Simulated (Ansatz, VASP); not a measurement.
## One calculation of Cs, two programs

```
CELL_PARAMETERS angstrom
5.51925 0.00000 0.00000
0.00000 5.56631 0.00000
0.00000 0.00000 7.62408
ATOMIC_POSITIONS crystal
Cs 0.00000 0.00000 0.00000
Cs 0.50000 0.50000 0.50000
```

Change from the starting cell: uniaxial strain along a, b, c and atoms relaxed: +2.0 %.

Alike in both runs: functional PBE; k mesh 8 × 8 × 6; occupations gaussian, width 0.1 eV; no spin polarisation.

Ansatz relaxed the structure, and its values are those at the end. VASP's run is a single point on that final structure, the one shown.

|  | VASP | Ansatz |
| --- | --- | --- |
| version | VASP 6.6.1 | Ansatz 0.2.0 |
| potentials or method | VASP PAW PBE potentials, release 64 (Cs_sv) | scalar-relativistic, plane waves, PAW |
| plane-wave cutoff (eV) | 520 | 420 |
| valence electrons in the cell | 18 | 18 |

|  | VASP | Ansatz | Ansatz less VASP |
| --- | --- | --- | --- |
| gap on the k mesh at the Fermi level (eV) | none | none | - |
| pressure (GPa) | 0.0 | 0.0 | +0.01 |

A gap of «none» marks a metal or a gap that the smearing closes.

The runs have no spin-orbit coupling, so splittings on Cs are missing.
